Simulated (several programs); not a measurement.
## What each method gives for CuI (P-3m1)

CuI (P-3m1) from a database structure, relaxed with r2SCAN+rVV10 in Ansatz, was computed with several methods. Space group P-3m1 (No. 164), trigonal; a = 4.095 Å, c = 7.210 Å in the conventional setting, 26.17 Å³ an atom. Cu is surrounded by 4 I at 2.57–2.67 Å and 3 Cu at 2.72 Å; I is surrounded by 4 Cu at 2.57–2.67 Å. Spin-unpolarised throughout; all numbers are computed.

```
Cu I
1.0
     4.09475    0.00000    0.00000
    -2.04738    3.54616    0.00000
     0.00000    0.00000    7.21002
Cu I
2 2
Direct
  0.66667 0.33333 0.59264
  0.33333 0.66667 0.40736
  0.33333 0.66667 0.76450
  0.66667 0.33333 0.23550
```

Gaps and times are for a single point on this cell; volume and bulk modulus come from each method's own relaxation or energy curve at fixed shape, which is too stiff where a cell has free coordinates or axes. Times are rough, from shared hosts (AMD EPYC 7R13 Processor; Arm Neoverse V1; Intel Xeon Platinum 8259CL CPU @ 2.50GHz), and each method has its own mesh and cell size. A double dagger marks a value from a curve with shape and coordinates held. PM6 (MOPAC), PM7 (MOPAC), GFN1-xTB (tblite), GFN2-xTB (tblite) treat a cluster of cells at its zone centre, which samples few k points: where these miss a band edge, the gap comes out too large for that reason alone. Gaps from k meshes are read at a limited set of points (mesh, symmetry points, PBE's band edges), so each method's own least gap may be somewhat smaller. xTB and the PM methods were fitted mostly to molecules, and can miss a solid's gap by electronvolts. Minimal bases can be far off for gaps. Times of the plane-wave ladder aren't listed, since it ran on unlike processors and cards. Curves at held shape can't give the bulk modulus of a layered or molecular crystal, so none is listed. GLLB-SC's gap includes the derivative discontinuity. d marks a direct gap, i an indirect one (no mark: not told apart), a dash a value that wasn't computed or didn't pass its checks.

| method | kind | gap (eV) | own volume (Å³/atom) | bulk modulus (GPa) | atoms computed | processor time |
| --- | --- | --- | --- | --- | --- | --- |
| PBE-D3(BJ) | semilocal | – | 25.53 | – | 4 | – |
| r2SCAN+rVV10 | semilocal | – | 26.17 | – | 4 | – |
| PBE-D4 | semilocal | – | 25.62 | – | 4 | – |
| light PBE (260 eV and a coarse mesh) | light plane-wave | 1.79 d | – | – | 4 | 3.2 s |
| GFN1-xTB (tblite) | tight binding | 3.97 | – | – | cluster | 3.5 s |
| GFN2-xTB (tblite) | tight binding | 6.05 | 26.97‡ | – | cluster | 5.4 s |
| PBE/single zeta (GPAW) | small basis | 0.54 i | – | – | 4 | 6.8 s |
| PM7 (MOPAC) | semi-empirical | 10.03 | – | – | cluster | 12 s |
| PBE/SZV (CP2K) | small basis | 1.89 i | – | – | 4 | 17 s |
| PBE | semilocal | 1.66 d | – | – | 4 | – |
| LDA | semilocal | 1.47 d | – | – | 4 | – |
| PBE/DZVP (CP2K) | small basis | 1.68 d | 28.41‡ | – | 4 | 42 s |
| GLLB-SC (GPAW) | model potential | 3.12 | – | – | 4 | 48 s |
| r2SCAN | semilocal | 2.14 d | – | – | 4 | – |
| PM6 (MOPAC) | semi-empirical | 5.30 | – | – | cluster | 57 s |
| HSE06 | hybrid | 2.94 d | – | – | 4 | – |
| r2SCAN0 | hybrid | 3.95 d | – | – | 4 | – |
| r2SCANh | hybrid | 2.87 d | – | – | 4 | – |
| HSE06+SOC | hybrid | 2.63 d | – | – | 4 | – |
| PBE0 | hybrid | 3.62 d | – | – | 4 | – |
| DDH-PBE0 | hybrid | 2.99 d | – | – | 4 | – |
| PBE+SOC | semilocal | 1.42 d | – | – | 4 | – |

Against HSE06 (2.94 eV) and with closed or daggered gaps left aside, the nearest gap at the points sampled is that of DDH-PBE0 (+0.05 eV) and the farthest that of PM7 (MOPAC) (+7.09 eV). HSE06 is only a yardstick of convenience, and nearness to it can be luck.

Only the rows marked +SOC include spin-orbit coupling.
